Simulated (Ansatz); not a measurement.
**HfB2 under changes of volume**

One of the cells (9.905 Å³/atom); the others are scaled copies at fixed shape and fractional positions:

```xyz
3
Lattice="3.1400 0.0000 0.0000 -1.5700 2.7193 0.0000 0.0000 0.0000 3.4800" Properties=species:S:1:pos:R:3 pbc="T T T"
Hf    0.0000    0.0000    0.0000
B     1.5700    0.9064    1.7400
B     0.0000    1.8129    1.7400
```

* Program: Ansatz 0.2.0
* Functional: PBEsol
* Potentials or basis: Ansatz PAW
* Cutoff: 420 eV (not typed: the program's choice for these potentials)
* k mesh: 10 × 10 × 8
* Occupations: fermi-dirac, width 0.05 eV
* Spin: no spin polarisation

```tsv
volume (Å³/atom)	energy over the lowest point (meV/atom)	pressure (GPa)
9.311	16.33	12.8
9.509	4.47	6.5
9.707	0.00	0.8
9.905	2.22	-4.3
10.103	?	?
10.301	24.28	-13.2
10.499	43.03	-17.1
```

Problem. What does the run at 10.103 Å³/atom give?

Solution. Energy over the lowest point 10.49 meV/atom; pressure -9.0 GPa.

Worked out: A Birch-Murnaghan fit of order 3 (a polynomial in V^(-2/3)) to the other rows has its minimum at 9.74 Å³/atom with B0 = V·E''(V) = 262 GPa and B' = 3.9 at fixed shape and positions, which overstates the stiffness. It gives 10.50 meV/atom at 10.103 Å³/atom, against the run's 10.49, and -dE/dV = -9.0 GPa, against -9.0.

Energies are extrapolated to zero smearing.

Caveats: the PAW data sets come from PBE, with cores solved anew for the run's functional, which leaves a small shift of forces and pressure.
